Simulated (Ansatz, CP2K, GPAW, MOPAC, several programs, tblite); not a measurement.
# What cheap methods get right for BAs, part 2 of 2

How much accuracy does each second buy? BAs is computed with 11 methods, from the cheapest up to r2SCAN.

Several programs; a static lattice, no spin polarisation.

**5. PBE/single-zeta (small basis, GPAW 26.7.0)**

A small atomic basis brings errors of its own in gap and pressure, and the grid adds noise to the pressure.

Input file run.py:

```python
import json
from ase import Atoms
from gpaw import GPAW, PW, FermiDirac

atoms = Atoms(['B', 'As'],
              cell=[[0.0, 2.391868, 2.391868], [2.391868, 0.0, 2.391868], [2.391868, 2.391868, 0.0]],
              scaled_positions=[[-0.0, 0.0, 0.0], [0.25, 0.25, 0.25]],
              pbc=True)
calc = GPAW(mode='lcao', basis='sz(dzp)', h=0.2, xc='PBE', kpts={'size': (6, 6, 6), 'gamma': True},
            occupations=FermiDirac(0.02), maxiter=100, legacy_gpaw=True, txt='gpaw.txt')
atoms.calc = calc
res = {'energy': atoms.get_potential_energy(force_consistent=True)}
res['electrons'] = calc.get_number_of_electrons()
res['k'] = calc.get_ibz_k_points().tolist()
res['levels'] = [calc.get_eigenvalues(kpt=i).tolist() for i in range(len(res['k']))]
points = [[0.0, 0.0, 0.0], [-0.5, -0.5, 0.0], [-0.375, -0.375, 0.25], [-0.375, 0.0, 0.375], [0.0, 0.0, 0.5], [-0.5, -0.25, 0.25], [0.0, 0.398437, 0.398438]]
bands = calc.fixed_density(kpts=points, symmetry='off', txt='bands.txt')
res['points'] = [bands.get_eigenvalues(kpt=i).tolist() for i in range(len(points))]
json.dump(res, open('results.json', 'w'))
print('free energy (eV):', round(res['energy'], 5))
```

Command:

```bash
$ python run.py
```

The log of the run, cut to the lines that bear on the results:

```text
[...]
    cutoffs:
[...]
  Total Charge: 0.000000
[...]
Number of atoms: 2
[...]
Number of bands in calculation: 8
Number of valence electrons: 8
[...]
iter:   1   -10.484238        c
[...]
iter:   7   -10.124610c       c -4.42c
Converged after 7 iterations.
Dipole moment: (-5.598791, -5.598791, -5.598791) |e|*Ang
Energy contributions relative to reference atoms: (reference = -62172.463167)
Kinetic:         +1.100331
Potential:       +0.051337
External:        +0.000000
XC:             -11.376255
Entropy (-ST):   -0.000000
Local:           +0.099977
SIC:             +0.000000
--------------------------
Free energy:    -10.124610
Extrapolated:   -10.124610
[...]
 Kpt  Band  Eigenvalues  Occupancy
  0     2      7.71535    2.00000
  0     3      7.71535    2.00000
  0     4     11.57916    0.00000
  0     5     11.58072    0.00000
  1     2      5.93240    2.00000
  1     3      5.93772    2.00000
  1     4     10.71006    0.00000
  1     5     14.05159    0.00000
Fermi level: 8.65576
Gap: 2.404 eV
Transition (v -> c):
  (s=0, k=0, n=3, [0.00, 0.00, 0.00]) -> (s=0, k=5, n=4, [0.33, 0.33, 0.00])
Direct/indirect transitions are different
Direct gap: 3.864 eV
Transition at: (s=0, k=0, n=3, [0.00, 0.00, 0.00])
free energy (eV): -10.12461
```

Wall time 2.3 s (1 thread of Intel Xeon 6975P-C (Granite Rapids), shared host); peak memory 0.12 GiB.

Gap 2.40 eV.

**6. coarse PBE (low cutoff and mesh, Ansatz 0.2.0)**

Input file input.yaml:

```yaml
crystal:
  lattice:
    - [0.0, 2.3918676074, 2.3918676074]
    - [2.3918676074, 0.0, 2.3918676074]
    - [2.3918676074, 2.3918676074, 0.0]
  atoms:
    - { symbol: B, position: [0.0, 0.0, 0.0] }
    - { symbol: As, position: [0.25, 0.25, 0.25] }
kpoints:
  mp_grid: { grid: [4, 4, 4] }
  band_path:
    path:
      - [0.0, 0.0, 0.0]
      - [-0.5, -0.5, 0.0]
      - [-0.375, -0.375, 0.25]
      - [-0.375, 0.0, 0.375]
      - [0.0, 0.0, 0.5]
      - [-0.5, -0.25, 0.25]
      - [0.0, 0.398437, 0.398438]
    npoints: 1
hamiltonian:
  xc: pbe
scf:
  occupations: { method: fermi_dirac, width: 0.02 }
  n_extra_bands: 4
output:
  forces: true
  stress: true
  eigenvalues: true
basis:
  ecutwfc: 260
```

Command:

```bash
$ ansatz run input.yaml --threads 2 --pin off --max-ram 3686MiB --backend cpu --events-out ev --progress --plain --runs-dir out
```

The log of the run, cut to the lines that bear on the results:

```text
Warning: basis.ecutwfc = 260 eV is below the records' recommended 420 eV, and the density's cutoff is lower with it unless basis.ecutrho_ratio is high enough to keep the records' density cutoff: compare with a run at a higher cutoff
Warning: RAYON_NUM_THREADS=2 ignored (pool sized by the plan → 2); use --threads N
scf.n_extra_bands = 4 over 9 filled bands (N_el = 18.0): the run solves 13 bands
[...]
Pseudopotentials: kind: paw
Pseudopotential: B, paw, valence charge 3, recommended cutoff 420 eV (normal), B.paw.azcp
Pseudopotential: As, paw, valence charge 15, recommended cutoff 420 eV (normal), As.paw.azcp
Functional definition: PBE
[...]
Crystal: 2 atoms, lattice volume = 27.368 Å³
Basis set: ecut = 260 eV, 259 PW (Γ), exchange–correlation on 36×36×36 points (8 copies of the dense FFT grid, shifted against one another)
Bands: 13, of which v1, the nominal top of the filled ones, is band 9 counted from 1 (8 counted from 0)
Symmetry: 24 space group operations
Space group: F-43m (ITA 216), of the structure as read, at distance tolerance 3.0e-5 Å
k-points: 8 of 64 (time reversal used)
[...]
SCF iter   1: F=—  HF=-5011.402907 eV  |F-HF|=—  |Δ(HF+E_count)|=         —  Δρ=4.50e-3  dr2=1.85e-3  ethr=1.77e-3  ⟨swp⟩=5.2  Hψ=517  notcnv=0
[...]
SCF iter   6: F=-5011.364558 eV  HF=-5011.364558 eV  |F-HF|=3.98e-9  |Δ(HF+E_count)|=   9.91e-8  Δρ=3.05e-6  dr2=1.92e-9  ethr=5.56e-10  ⟨swp⟩=2.8  Hψ=349  notcnv=0
[...]
NSCF: frozen V_eff on 7 k-points
SCF converged after 6 iterations
Free energy (F): -5011.364558 eV
[...]
E sigma→0 (E₀):  -5011.364558 eV
Fermi energy:    11.813942 eV
[...]
--- Forces (eV/Å), atoms counted from 1 ---
  atom   1  B      0.00000000    -0.00000000    -0.00000000
  atom   2  As    -0.00000000    -0.00000000     0.00000000
[...]
--- Stress (GPa, compression-positive) ---
        2.440919       0.000000      -0.000000
        0.000000       2.440919       0.000000
       -0.000000       0.000000       2.440919
  P = ⅓ Tr σ = 2.4409 GPa (24.409 kbar)
--- Band table (eV; the first three rows and the last of 8) ---
  k-point 0: bands = ["-25.3917", "-25.3917", "-25.3917", "-25.3481", "-25.3481", "-4.2985", "11.0992", "11.0992", "11.0992", "14.3501", "14.3501", "14.3501", "15.6590"]
[...]
```

It took 0.3 s on 2 threads of Intel Xeon 6975P-C (Granite Rapids), shared host; peak memory 0.31 GiB.

Gap 1.19 eV; pressure 2.4 GPa.

Further single points at scaled volumes (the reference cell, shape and fractional coordinates held; logs not shown):

```
volume (Å³/atom)  energy (meV/atom, from the lowest)
           12.59                                55.9
           13.14                                 9.4
           13.68                                 0.0
           14.23                                 6.7
           14.78                                 6.9
           15.33                                44.7
```

No fit is made from these points.

**7. GLLB-SC (model potential, GPAW 26.7.0)**

GLLB-SC adds a derivative discontinuity to the Kohn-Sham gap; it has no energy to relax with.

Input file run.py:

```python
import json
from ase import Atoms
from gpaw import GPAW, PW, FermiDirac

atoms = Atoms(['B', 'As'],
              cell=[[0.0, 2.391868, 2.391868], [2.391868, 0.0, 2.391868], [2.391868, 2.391868, 0.0]],
              scaled_positions=[[-0.0, 0.0, 0.0], [0.25, 0.25, 0.25]],
              pbc=True)
calc = GPAW(mode=PW(400), xc='GLLBSC', kpts={'size': (6, 6, 6), 'gamma': True},
            occupations=FermiDirac(0.02), maxiter=100, legacy_gpaw=True, txt='gpaw.txt')
atoms.calc = calc
res = {'energy': atoms.get_potential_energy(force_consistent=True)}
res['electrons'] = calc.get_number_of_electrons()
res['k'] = calc.get_ibz_k_points().tolist()
res['levels'] = [calc.get_eigenvalues(kpt=i).tolist() for i in range(len(res['k']))]
points = [[0.0, 0.0, 0.0], [-0.5, -0.5, 0.0], [-0.375, -0.375, 0.25], [-0.375, 0.0, 0.375], [0.0, 0.0, 0.5], [-0.5, -0.25, 0.25], [0.0, 0.398437, 0.398438]]
bands = calc.fixed_density(kpts=points, symmetry='off', nbands=round(res['electrons']) // 2 + 6, convergence={'bands': -2}, txt='bands.txt')
res['points'] = [bands.get_eigenvalues(kpt=i).tolist() for i in range(len(points))]
homo, lumo = bands.get_homo_lumo()
potential = calc.hamiltonian.xc.response.calculate_discontinuity_potential(homo, lumo)
res['discontinuity'] = bands.hamiltonian.xc.response.calculate_discontinuity(potential)
json.dump(res, open('results.json', 'w'))
print('free energy (eV):', round(res['energy'], 5))
```

Command:

```bash
$ python run.py
```

The log of the run, cut to the lines that bear on the results:

```text
[...]
  mode: {ecut: 400.0,
[...]
    cutoffs:
[...]
  Cutoff energy: 400.000 eV
[...]
  Total Charge: 0.000000
[...]
Number of atoms: 2
[...]
Number of bands in calculation: 8
Number of valence electrons: 8
[...]
iter:   1   -11.363153
[...]
iter:  16   -12.136897c  -8.20c -4.21c
Converged after 16 iterations.
Dipole moment: (-3.986509, -3.986509, -3.986509) |e|*Ang
Energy contributions relative to reference atoms: (reference = -62124.502065)
Kinetic:        +36.832423
Potential:      -33.277337
External:        +0.000000
XC:             -15.807735
Entropy (-ST):   -0.000000
Local:           +0.115752
SIC:             +0.000000
--------------------------
Free energy:    -12.136897
Extrapolated:   -12.136897
GLLBSC response reference energy: 7.51099 eV (from HOMO)
[...]
 Kpt  Band  Eigenvalues  Occupancy
  0     2      7.51096    2.00000
  0     3      7.51096    2.00000
  0     4     10.88726    0.00000
  0     5     10.88727    0.00000
  1     2      5.82228    2.00000
  1     3      5.82229    2.00000
  1     4      9.86796    0.00000
  1     5     13.19495    0.00000
Fermi level: 7.90618
Gap: 1.355 eV
Transition (v -> c):
  (s=0, k=0, n=3, [0.00, 0.00, 0.00]) -> (s=0, k=5, n=4, [0.33, 0.33, 0.00])
Direct/indirect transitions are different
Direct gap: 3.376 eV
Transition at: (s=0, k=0, n=3, [0.00, 0.00, 0.00])
free energy (eV): -12.1369
```

Run time: 3 s. Hardware: 1 thread of Intel Xeon 6975P-C (Granite Rapids), shared host; peak memory 0.13 GiB.

Kohn-Sham gap 1.25 eV; with the derivative discontinuity of 0.49 eV the gap is 1.73 eV.

**8. r2SCAN (plane waves, Ansatz 0.2.0)**

Changes to input.yaml since step 6:

```diff
@@ -9,3 +9,3 @@
 kpoints:
-  mp_grid: { grid: [4, 4, 4] }
+  mp_grid: { grid: [10, 10, 10] }
   band_path:
@@ -21,5 +21,5 @@
 hamiltonian:
-  xc: pbe
+  xc: r2scan
 scf:
-  occupations: { method: fermi_dirac, width: 0.02 }
+  occupations: { method: fixed }
   n_extra_bands: 4
@@ -29,3 +29 @@
   eigenvalues: true
-basis:
-  ecutwfc: 260
```

Command:

```bash
$ ansatz run input.yaml --threads 2 --pin off --max-ram 3686MiB --backend cpu --events-out ev --progress --plain --runs-dir out
```

The log of the run, cut to the lines that bear on the results:

```text
Warning: RAYON_NUM_THREADS=2 ignored (pool sized by the plan → 2); use --threads N
scf.n_extra_bands = 4 over 9 filled bands (N_el = 18.0): the run solves 13 bands
[...]
Pseudopotentials: kind: paw
Pseudopotential: B, paw, valence charge 3, recommended cutoff 500 eV (meta_gga), B.paw.azcp
Pseudopotential: As, paw, valence charge 15, recommended cutoff 500 eV (meta_gga), As.paw.azcp
Functional definition: r2SCAN
[...]
Crystal: 2 atoms, lattice volume = 27.368 Å³
Basis set: ecut = 500 eV, 725 PW (Γ), exchange–correlation on 100×100×100 points (64 copies of the dense FFT grid, shifted against one another)
Bands: 13, of which v1, the nominal top of the filled ones, is band 9 counted from 1 (8 counted from 0)
Symmetry: 24 space group operations
Space group: F-43m (ITA 216), of the structure as read, at distance tolerance 3.0e-5 Å
k-points: 47 of 1000 (time reversal used)
[...]
SCF iter   1: F=—  HF=-5021.317453 eV  |F-HF|=—  |Δ(HF+E_count)|=         —  Δρ=5.89e-3  dr2=1.05e-2  dr2_τ=9.42e-2  ethr=1.77e-3  ⟨swp⟩=4.1  Hψ=3027  notcnv=0  defer=59
[...]
SCF iter   6: F=-5021.341701 eV  HF=-5021.341701 eV  |F-HF|=5.12e-10  |Δ(HF+E_count)|=   5.59e-9  Δρ=7.28e-6  dr2=1.08e-8  dr2_τ=3.32e-10  ethr=2.78e-10  ⟨swp⟩=3.8  Hψ=3015  notcnv=0
[...]
NSCF: frozen V_eff on 7 k-points
SCF converged after 6 iterations
Free energy (F): -5021.341701 eV
[...]
E sigma→0 (E₀):  -5021.341701 eV
Fermi energy:    10.969952 eV
[...]
--- Forces (eV/Å), atoms counted from 1 ---
  atom   1  B      0.00000000    -0.00000000     0.00000000
  atom   2  As     0.00000000    -0.00000000     0.00000000
[...]
--- Stress (GPa, compression-positive) ---
        0.009998      -0.000000      -0.000000
        0.000000       0.009998       0.000000
       -0.000000       0.000000       0.009998
  P = ⅓ Tr σ = 0.0100 GPa (0.100 kbar)
--- Band table (eV; the first three rows and the last of 47) ---
  k-point 0: bands = ["-25.6426", "-25.6426", "-25.6426", "-25.6141", "-25.6141", "-5.1543", "10.9700", "10.9700", "10.9700", "14.4069", "14.4069", "14.4069", "16.0327"]
[...]
```

Run time: 1.4 s. Hardware: 2 threads of Intel Xeon 6975P-C (Granite Rapids), shared host; peak memory 0.43 GiB.

Gap 1.37 eV; pressure 0.0 GPa.

An earlier relaxation at this level, not shown, gives 13.68 Å³ an atom.

Further single points at scaled volumes (its own cell, shape and fractional coordinates held; logs not shown):

```
volume (Å³/atom)  energy (meV/atom, from the lowest)
           12.86                                24.1
           13.27                                 5.7
           13.68                                 0.0
           14.09                                 5.1
           14.50                                19.6
```

A third-order Birch-Murnaghan fit gives V₀ = 13.69 Å³ an atom and B₀ = 141 GPa, with shape and fractional coordinates held.

**9. All methods side by side**

Run the same way but not shown above: GFN2-xTB (tblite), PBE/DZVP, PBE/SZV, PBE.

Gap and time are those of the single point on the reference cell; the volume comes from each method's relaxation, or else from its energy curve; the modulus is at fixed shape. Times are rough (shared host). GLLB-SC's gap includes its derivative discontinuity.

```
           method                 kind  gap (eV)  volume (Å³/atom)  B₀ (GPa)  atoms computed  CPU time
              PM6       semi-empirical         –                 –         –              64     8.9 s
              PM7       semi-empirical      6.83             13.17       254              64     7.8 s
GFN1-xTB (tblite)        tight binding      1.34             13.26       156              64     2.5 s
GFN2-xTB (tblite)        tight binding      1.03             14.71       109              64     5.1 s
         PBE/DZVP          small basis      1.23             14.02       128               2      11 s
  PBE/single-zeta          small basis      2.40                 –         –               2     2.3 s
          PBE/SZV          small basis      3.59             14.57       124               2     5.9 s
       coarse PBE  low cutoff and mesh      1.19                 –         –               2    0.44 s
          GLLB-SC      model potential      1.73                 –         –               2       3 s
              PBE          plane waves      1.19             13.90       131               2     1.1 s
           r2SCAN          plane waves      1.37             13.68       141               2     2.5 s
```

**10. Outcome**

This closing draws on all 2 parts.

```
                                               quantity                                                      value
                                                 r2SCAN                     gap 1.37 eV, 13.68 Å³/atom, B₀ 141 GPa
         gap: nearest and farthest of the other methods               GFN1-xTB (tblite) (-0.03 eV), PM7 (+5.46 eV)
      volume: nearest and farthest of the other methods              PBE/DZVP (+2.5 %), GFN2-xTB (tblite) (+7.5 %)
bulk modulus: nearest and farthest of the other methods  GFN1-xTB (tblite), PBE/DZVP (about 10 % off); PM7 (+80 %)
```

In words: Among the 8 methods compared for the gap (full PBE left aside), GFN1-xTB (tblite) is nearest to r2SCAN and PM7 farthest. Among the 5 methods compared for the volume (full PBE left aside), PBE/DZVP is nearest to r2SCAN and GFN2-xTB (tblite) farthest. For the bulk modulus (full PBE left aside), GFN1-xTB (tblite), PBE/DZVP tie for nearest to r2SCAN; PM7 is farthest. A minimal basis or a coarse cutoff and mesh shifts results by its own error, so closeness to r2SCAN can be chance. Cluster runs see only the k-points that fold onto the zone centre, so their gaps can miss the band edges. GLLB-SC is compared with its derivative discontinuity added. PM6 ended in an unphysical state and is left out of the comparison. No volume is given for PBE/single-zeta, coarse PBE, which can hide a larger miss. CPU times run from 0.44 s (coarse PBE) to 11 s (PBE/DZVP). On this cell PM6, PM7, GFN2-xTB (tblite), PBE/DZVP, PBE/SZV cost more than r2SCAN itself (2.5 s), so they are no saving here. r2SCAN is a yardstick, not the truth: it usually gives gaps below the measured ones. Measured gap of BAs: 1.82 eV (indirect; 300 K; “Basic Physical Properties of Cubic Boron Arsenide”, 2019, arxiv:1911.11281). This calculation gives 1.37 eV (-0.45 eV). That value is r2SCAN's. Of all methods here GLLB-SC lies nearest to the measured gap (1.73 eV). Against the measured bulk modulus of BAs, 148 GPa (quoted in “Basic Physical Properties of Cubic Boron Arsenide”, 2019, arxiv:1911.11281), the calculated 141 GPa is off by -4.8 %. That value is r2SCAN's, at fixed shape and without vibrations.
